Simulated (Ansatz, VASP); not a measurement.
## One calculation of CuI2, two programs

Contents of POSCAR:

```
CuI2
1.0
    4.0870190000      0.0000000000      0.0000000000
   -2.0435100000      3.5394630000      0.0000000000
    0.0000000000      0.0000000000      6.7518420000
Cu I
1 2
Direct
    0.0000000000      0.0000000000      0.0000000000
    0.3333000000      0.6667000000      0.7576300000
    0.6667000000      0.3333000000      0.2423700000
```

INCAR.step1

```
SYSTEM = CuI2
PREC = Accurate
ENCUT = 520
EDIFF = 1E-5
ISMEAR = -1
SIGMA = 0.0284
LREAL = .False.
LASPH = .True.
NELM = 100
ALGO = Normal
ISIF = 2
LWAVE = .True.
LCHARG = .False.
GGA = PE
NBANDS = 20
```

The input INCAR.step2:

```
SYSTEM = CuI2
PREC = Accurate
ENCUT = 520
EDIFF = 1E-6
ISMEAR = -1
SIGMA = 0.0284
LREAL = .False.
LASPH = .True.
NELM = 100
ALGO = Normal
ISIF = 2
LWAVE = .False.
LCHARG = .False.
GGA = PE
LHFCALC = .True.
HFSCREEN = 0.2079
PRECFOCK = Normal
ISTART = 1
NBANDS = 20
```

File KPOINTS:

```
Automatic mesh
0
Gamma
  3 3 2
  0 0 0
```

Input for Ansatz:

```yaml
crystal:
  lattice:
    - [4.087019, 0.0, 0.0]
    - [-2.04351, 3.539463, 0.0]
    - [0.0, 0.0, 6.751842]
  atoms:
    - { symbol: Cu, position: [0.0, 0.0, 0.0] }
    - { symbol: I, position: [0.3333, 0.6667, 0.75763] }
    - { symbol: I, position: [0.6667, 0.3333, 0.24237] }
  symmetry: { tolerance: 0.0003 }
kpoints:
  mp_grid: { grid: [3, 3, 2], shift: [0, 0, 0] }
magnetization:
  spin_polarized: false
scf:
  occupations: { method: fermi_dirac, width: 0.0284 }
hamiltonian:
  pseudopotentials: { kind: paw }
  xc: hse06
basis:
  ecutwfc: 420
  fft_grid_basis: typed
output:
  forces: true
  stress: true
  eigenvalues: true
  bader: true
  populations: true
  elf: true
  write_potential: true
  volumetric_format: npy
  dos:
    e_range: [-12, 8]
    de: 0.05
    projected: { site_lists: { Cu: [Cu], I: [I] } }
    method: { smearing: { sigma: 0.1, scheme: gaussian } }
```

The cell was built by a generator and needn't be a form met in nature.

Alike in both runs: task single point; functional HSE06; k mesh 3 × 3 × 2; occupations fermi-dirac, width 0.0284 eV; no spin polarisation.

|  | VASP | Ansatz |
| --- | --- | --- |
| version | VASP 6.6.1 | Ansatz 0.2.0 |
| potentials or method | VASP PAW PBE potentials, release 64 (Cu, I) | PAW plane waves |
| plane-wave cutoff (eV) | 520 | 420 |
| valence electrons in the cell | 25 | 53 |

|  | VASP | Ansatz | Ansatz less VASP |
| --- | --- | --- | --- |
| pressure (GPa) | -2.8 | -2.6 | +0.18 |
| largest component of the traceless stress (GPa) | 0.73 | 0.72 | -0.009 |
| rms of the force components (eV/Å) | 0.211 | 0.207 | -0.0043 |

Atom by atom the forces differ by 0.004 eV/Å (rms over components). The two sets of potentials don't hold the same shells in valence. Ansatz warned: «filled_band_counts_differ_across_k_points».

Caveats: the k mesh is coarse (spacing up to 0.59 Å⁻¹), so the values aren't converged, least of all with exact exchange; the PAW data sets were made with another functional, which shifts forces and pressure a little (VASP); this functional lacks dispersion, which binds the layers, so the pressure and a relaxed spacing across them are unreliable; an odd number of electrons without spin polarisation forces a metal; a magnetic or distorted state may lie lower; the run has no spin polarisation, though such a crystal can be magnetic. The runs have no spin-orbit coupling, so splittings on I are missing.
